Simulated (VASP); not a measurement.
# Tc (P6_3/mmc) in VASP: electric field gradients with PBEsol

Aim: the electric field gradients of Tc with PBEsol.

All numbers are computed with VASP 6.6.1; they aren't measurements. Logs are shortened: lines on timing, memory, paths and dates and some standing lists are left out, and cuts for length are marked.

## (1) The crystal as given

It takes space group P6_3/mmc (No. 194, hexagonal). The conventional cell has a = 2.740 Å, b = 2.740 Å, c = 4.398 Å, α = 90.00°, β = 90.00°, γ = 120.00°. Around Tc (site symmetry -6m2) lie 12 Tc at 2.71 to 2.74 Å.

## (2) Electric field gradients, PBEsol

File INCAR:

```
  PREC = Accurate
  ENCUT = 600
  EDIFF = 1E-7
  ISMEAR = -1
  SIGMA = 0.05
  LREAL = F
  LASPH = T
  NELM = 80
  ALGO = Normal
  ISIF = 2
  LWAVE = F
  LCHARG = F
  GGA = PS
  LEFG = T
```

File KPOINTS:

```
Automatic mesh
0
Gamma
  14 14 8
```

File POSCAR:

```
Tc
1.0
    2.7400000000      0.0000000000      0.0000000000
   -1.3700000000      2.3729096064      0.0000000000
    0.0000000000      0.0000000000      4.3980000000
Tc
2
Direct
    0.3333333333      0.6666666667      0.2500000000
    0.6666666667      0.3333333333      0.7500000000
```

Potentials or basis: VASP PAW PBE potentials, release 64 (Tc_sv).

Command:

```bash
$ cat potpaw_PBE.64/Tc_sv/POTCAR > POTCAR
$ mpirun -np 1 vasp_std > vasp.out
```

OUTCAR:

```text
PREC = Accurate
   ENCUT = 600
   EDIFF = 1E-7
   ISMEAR = -1
   LREAL = F
   LASPH = T
   NELM = 80
   ISIF = 2
   GGA = PS

 ion  position               nearest neighbor table
   1  0.333  0.667  0.250-   2 2.71   2 2.71   2 2.71   2 2.71   2 2.71   2 2.71
   2  0.667  0.333  0.750-   1 2.71   1 2.71   1 2.71   1 2.71   1 2.71   1 2.71

  LATTYP: Found a hexagonal cell.
 ALAT       =     2.7400000000
 C/A-ratio  =     1.6051094891

  Lattice vectors:

 A1 = (   2.7400000000,   0.0000000000,   0.0000000000)
 A2 = (  -1.3700000000,   2.3729096064,   0.0000000000)
 A3 = (   0.0000000000,   0.0000000000,   4.3980000000)

Analysis of symmetry for initial positions (statically):
=====================================================================
 Subroutine PRICEL returns:
 Original cell was already a primitive cell.

 Routine SETGRP: Setting up the symmetry group for a
 hexagonal supercell.

 Subroutine GETGRP returns: Found 24 space group operations
 (whereof 12 operations were pure point group operations)
 out of a pool of 24 trial point group operations.

The static configuration has the point symmetry D_3d.
 The point group associated with its full space group is D_6h.

Analysis of symmetry for dynamics (positions and initial velocities):
=====================================================================
 Subroutine PRICEL returns:
 Original cell was already a primitive cell.

 Routine SETGRP: Setting up the symmetry group for a
 hexagonal supercell.

 Subroutine GETGRP returns: Found 24 space group operations
 (whereof 12 operations were pure point group operations)
 out of a pool of 24 trial point group operations.

The dynamic configuration has the point symmetry D_3d.
 The point group associated with its full space group is D_6h.

 Subroutine INISYM returns: Found 24 space group operations
 (whereof 12 operations are pure point group operations),
 and found     1 'primitive' translations

----------------------------------------------------------------------------------------

                                     Primitive cell

  volume of cell :      28.5948

  direct lattice vectors                    reciprocal lattice vectors
[... 117 lines left out ...]
   LRPA    =     F    only Hartree local field effects (RPA)
 non-spin polarized calculation
  energy-cutoff  :      600.00
  volume of cell :       28.59
 maximum number of plane-waves:       980
 NGX is ok and might be reduce to    24
   NGX = 11   NGY = 11   NGZ = 17

 number of electron      30.0000000 magnetization

 Free energy of the ion-electron system (eV)
  ---------------------------------------------------
  ext. energy  EPLUGINS =         0.00000000
  ---------------------------------------------------
  free energy    TOTEN  =       -22.55097903 eV

  energy without entropy =      -22.53404874  energy(sigma->0) =      -22.54251389

 E-fermi :  14.7306     XC(G=0): -14.0819

 val. band max:       14.7235327151   @ k =   0.3571   0.1429   0.2500
 cond. band min:      14.7401665596   @ k =   0.2143   0.0000   0.2500
 fundamental gap:      0.0166338446
 Fermi energy:        14.7305972436

 k-point     1 :       0.0000    0.0000    0.0000
  band No.  band energies     occupation
      1     -51.9837      2.00000
      2     -51.7417      2.00000
      3     -24.6289      2.00000
      4     -23.5103      2.00000
      5     -23.5103      2.00000
      6     -23.3234      2.00000
[... 505 lines left out ...]
      6     -23.8729      2.00000
[... 11 lines left out ...]
     18      17.4918      0.00000
     19      22.1827      0.00000

 [... further k-points ...]
[... 5 lines left out ...]
  --------------------------------------------------------------------------------------
  -------------------------------------------------------------------------------------
  Total       -1.1199929     -1.1199929     -1.3420840     -0.0000000     -0.0000000      0.0000000
  in kB      -62.7536321    -62.7536321    -75.1974800     -0.0000000     -0.0000000      0.0000000
  external PRESSURE =     -66.9015814 kB  Pullay stress =       0.0000000 kB

 VOLUME and BASIS-vectors are now :
 -----------------------------------------------------------------------------
  energy-cutoff  :      600.00
  volume of cell :       28.59
      direct lattice vectors                 reciprocal lattice vectors
     2.740000000  0.000000000  0.000000000     0.364963504  0.210711777  0.000000000
    -1.370000000  2.372909606  0.000000000     0.000000000  0.421423554  0.000000000
     0.000000000  0.000000000  4.398000000     0.000000000  0.000000000  0.227376080

 POSITION                                       TOTAL-FORCE (eV/Angst)
 -----------------------------------------------------------------------------------
     -0.00000      1.58194      1.09950        -0.000000      0.000000      0.000000
      1.37000      0.79097      3.29850         0.000000     -0.000000      0.000000
 -----------------------------------------------------------------------------------
    total drift:                               -0.000000      0.000000     -0.000000

  FREE ENERGIE OF THE ION-ELECTRON SYSTEM (eV)
  ---------------------------------------------------
  free  energy   TOTEN  =       -22.5509790305 eV

  energy  without entropy=      -22.5340487414  energy(sigma->0) =      -22.54251389

 Electric field gradients (V/A^2)
---------------------------------------------------------------------
 ion       V_xx      V_yy      V_zz      V_xy      V_xz      V_yz
---------------------------------------------------------------------
   1       7.997     7.997   -15.993    -0.000     0.000    -0.000
   2       7.997     7.997   -15.993    -0.000    -0.000     0.000
---------------------------------------------------------------------

 Electric field gradients after diagonalization (V/A^2)
 (convention: |V_zz| > |V_xx| > |V_yy|)
----------------------------------------------------------------------
 ion       V_xx      V_yy      V_zz     asymmetry (V_yy - V_xx)/ V_zz
----------------------------------------------------------------------
   1       7.997     7.997   -15.993       0.000
   2       7.997     7.997   -15.993       0.000
----------------------------------------------------------------------

           NMR quadrupolar parameters

 Cq : quadrupolar parameter    Cq=e*Q*V_zz/h
 eta: asymmetry parameters     (V_yy - V_xx)/ V_zz
 Q  : nuclear electric quadrupole moment in mb (millibarn)
----------------------------------------------------------------------
 ion       Cq(MHz)       eta       Q (mb)
----------------------------------------------------------------------
   1      -0.039       0.000       1.000
   2      -0.039       0.000       1.000
----------------------------------------------------------------------
```

OSZICAR:

```text
N       E                     dE             d eps       ncg     rms          rms(c)
DAV:   1     0.294026191017E+03    0.29403E+03   -0.21543E+04  4560   0.194E+03
DAV:   2    -0.462202735364E+00   -0.29449E+03   -0.28567E+03  5475   0.517E+02
DAV:   3    -0.231725197271E+02   -0.22710E+02   -0.22139E+02  7651   0.111E+02
DAV:   4    -0.239642302432E+02   -0.79171E+00   -0.78896E+00  5604   0.198E+01
DAV:   5    -0.239828198591E+02   -0.18590E-01   -0.18581E-01  6421   0.249E+00    0.170E+02
DAV:   6    -0.226139908484E+02    0.13688E+01   -0.39502E+00  4910   0.145E+01    0.896E+01
DAV:   7    -0.225816231311E+02    0.32368E-01   -0.12065E+00  6611   0.759E+00    0.788E+00
DAV:   8    -0.225503544702E+02    0.31269E-01   -0.16632E-01  5012   0.334E+00    0.130E+00
DAV:   9    -0.225509319307E+02   -0.57746E-03   -0.47868E-03  6694   0.586E-01    0.126E-01
DAV:  10    -0.225509644243E+02   -0.32494E-04   -0.15817E-04  5131   0.112E-01    0.455E-02
DAV:  11    -0.225509790419E+02   -0.14618E-04   -0.28156E-05  6165   0.414E-02    0.127E-02
DAV:  12    -0.225509790305E+02    0.11404E-07   -0.82341E-07  5616   0.680E-03
   1 F= -.22550979E+02 E0= -.22542514E+02  d E =-.169303E-01
```

Wall time 22 s (1 thread of Intel Xeon 6975P-C (Granite Rapids), shared host); peak memory 0.19 GiB.

What came out:

```
Free energy            : -22.5510 eV
Pressure               : -6.7 GPa
Band gap on the k mesh : none (metal or under the smearing width)
```

Levels at points of the mesh, in eV from the Fermi level:
| k point | band 12 | band 13 | band 14 | band 15 | band 16 | band 17 | band 18 | band 19 |
| --- | --- | --- | --- | --- | --- | --- | --- | --- |
| (0.00, 0.00, 0.00) | -1.53 | -1.47 | -0.81 | -0.81 | -0.09 | -0.09 | 1.70 | 2.58 |
| (0.50, 0.00, 0.00) | -1.88 | -1.13 | -0.91 | -0.48 | 2.98 | 3.37 | 3.41 | 5.37 |
| (0.00, 0.00, 0.50) | -1.87 | -1.66 | -1.66 | -1.66 | -1.66 | 1.90 | 1.90 | 1.90 |
| (0.50, 0.00, 0.50) | -3.68 | 0.16 | 0.16 | 1.45 | 1.45 | 3.24 | 3.24 | 4.42 |

Electric field gradients, principal values (V/Å²):
| atom | Vxx | Vyy | Vzz |
| --- | --- | --- | --- |
| 1 Tc | 7.997 | 7.997 | -15.993 |
| 2 Tc | 7.997 | 7.997 | -15.993 |

Caveat: the PAW data sets were made with another functional, which shifts forces and pressure a little.
